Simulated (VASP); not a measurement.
Set up this calculation in VASP 6.6.1, as the native input.

```
Task                   : relaxation of cell and atoms
Functional             : PBE
Dispersion             : D3(BJ)
Potentials or basis    : VASP PAW PBE potentials, release 64 (W_sv, Se)
Cutoff                 : 600 eV
k mesh                 : 9 × 9 × 2
Occupations            : gaussian, width 0.03 eV
Spin                   : no spin polarisation
Further INCAR settings : ALGO = Normal; EDIFF = 1e-07; IBRION = 2; EDIFFG = -0.005; NSW = 90; ISIF = 3
```

The structure of WSe2 lies in POSCAR:

```
WSe2                                    
1.0
    3.2813517984      0.0000000000     -0.0000000000
   -1.6406758992      2.8417340177      0.0000000000
    0.0000000000      0.0000000000     12.7917581628
  W               Se            
     2     4
Direct
     0.3333333300000021    0.6666666699999979    0.2500000000000000
     0.6666666699999979    0.3333333300000021    0.7500000000000000
     0.3333333300000021    0.6666666699999979    0.6181950782352973
     0.6666666699999979    0.3333333300000021    0.1181950782352972
     0.3333333300000021    0.6666666699999979    0.8818049217647027
     0.6666666699999979    0.3333333300000021    0.3818049217647028
```

These files were run (other wordings do the same):

INCAR

```
  PREC = Accurate
  ENCUT = 600
  EDIFF = 1E-7
  ISMEAR = 0
  SIGMA = 0.03
  LREAL = F
  LASPH = T
  NELM = 80
  ALGO = Normal
  ISIF = 3
  LWAVE = F
  LCHARG = F
  GGA = PE
  IVDW = 12
  IBRION = 2
  NSW = 90
  EDIFFG = -0.005
  KPAR = 2
```

KPOINTS

```
regular mesh
0
Gamma
  9 9 2
```

Potentials or basis: VASP PAW PBE potentials, release 64 (W_sv, Se).

Launch:

```console
$ cat potpaw_PBE.64/W_sv/POTCAR potpaw_PBE.64/Se/POTCAR > POTCAR
$ mpirun -np 2 vasp_std > vasp.out
```

Results of the run:

| Item | Value |
| --- | --- |
| Pressure after relaxing | 0.0 GPa |
| Band gap on the k mesh | 0.99 eV, indirect (least direct gap 1.56 eV) |
| Dispersion energy per atom | -0.475 eV |

Caveat: the relaxation stopped at its first step, so nothing moved; spin-orbit coupling is left out, which moves the levels of the heavy elements; an odd mesh through Γ misses points on the zone boundary, where band edges often lie.

Run time: 50 s on 2 MPI ranks on Intel(R) Xeon(R) Platinum 8559C (Emerald Rapids) (shared host), peak memory 0.31 GiB a rank.
